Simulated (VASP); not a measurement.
Wanted: the native input for a VASP 6.6.1 run.

```
Task                   : single point
Functional             : PBEsol
Potentials or basis    : VASP PAW PBE potentials, release 64 (Ti_sv, Al)
Cutoff                 : 520 eV
k mesh                 : 16 × 16 × 16
Occupations            : gaussian, width 0.15 eV
Spin                   : no spin polarisation
Dipole correction      : no
Further INCAR settings : ALGO = Normal; EDIFF = 1e-07; NBANDS = 14
```

The structure of TiAl lies in POSCAR:

```
TiAl
1.0
    3.1563759506      0.0000000000      0.0000000000
    0.0000000000      3.1563759506      0.0000000000
    0.0000000000      0.0000000000      3.1563759506
Ti Al
1 1
Direct
    0.0000000000      0.0000000000      0.0000000000
    0.5000000000      0.5000000000      0.5000000000
```

The cell comes from a database or a generator and needn't be the stable form of this composition.

The input as run:

INCAR

```
SYSTEM = TiAl
  ALGO = Normal
  EDIFF = 1E-7
  ENCUT = 520
  GGA = PS
  ISIF = 2
  ISMEAR = 0
  LASPH = .TRUE.
  LCHARG = .FALSE.
  LREAL = .FALSE.
  LWAVE = .FALSE.
  NBANDS = 14
  NELM = 100
  PREC = Accurate
  SIGMA = 0.15
```

KPOINTS

```
k-points
0
G
  16 16 16
  0 0 0
```

Potentials or basis: VASP PAW PBE potentials, release 64 (Ti_sv, Al).

Run with:

```bash
$ cat potpaw_PBE.64/Ti_sv/POTCAR potpaw_PBE.64/Al/POTCAR > POTCAR
$ mpirun -np 1 vasp_std > vasp.out
```

It gave:

```json
{
 "Pressure": "0.1 GPa",
 "Band gap on the k mesh": "none (metal or under the smearing width)"
}
```

Caveat: the PAW data sets were made with another functional, which shifts forces and pressure a little.

It took 29 s on 1 thread of Intel(R) Xeon(R) Platinum 8488C (Sapphire Rapids) (shared host), peak memory 0.19 GiB.
